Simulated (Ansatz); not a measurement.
## Pt: strain energy, fitted

Pt, Fm-3m, a = 3.970 Å. Ansatz: PBE, PAW, 420 eV, Γ-centred 18×18×14 mesh on 2 atoms, Gaussian smearing 0.10 eV; no spin polarisation. Series: equal strain along all axes, cell held, atoms fixed by symmetry; x is the strain in per cent. y is the free energy over the unstrained cell, V0 = 15.644 Å³/atom.

```
x (%) y (meV/atom)
 -3.0        112.12
 -2.0         47.55
 -1.0         11.32
  0.0          0.00
  1.0         10.52
  2.0         40.08
  3.0             ?
```

Problem. Fit y = c2 x² + c3 x³ to the other rows, turn c2 into a modulus, and predict the missing energy.

Solution. Least squares on the rows shown. y = 10.981 x² − 0.48840 x³. In eV per unit strain² c2 is 109.8; the stiffness is B for this strain (E = 9/2 B V0 ε², shape held): 2 × 109.8 × 160.2 / (9 × 15.644) = 250 GPa. At x = 3.0 the fit asked for gives 85.64 meV/atom. The run gave 86.18 meV/atom, so the fit is 0.54 meV/atom too low, 0.48 % of the span of the series, against an rms of 0.15 meV/atom on the fitted rows. The row lies outside the fitted range. With a term in x⁴ added, a fit to the same known rows predicts 86.92 meV/atom, which misses by about as much or more on the other side: the known rows don't fix the higher terms.

Spin–orbit coupling is left out, which can shift energies with elements as heavy as these.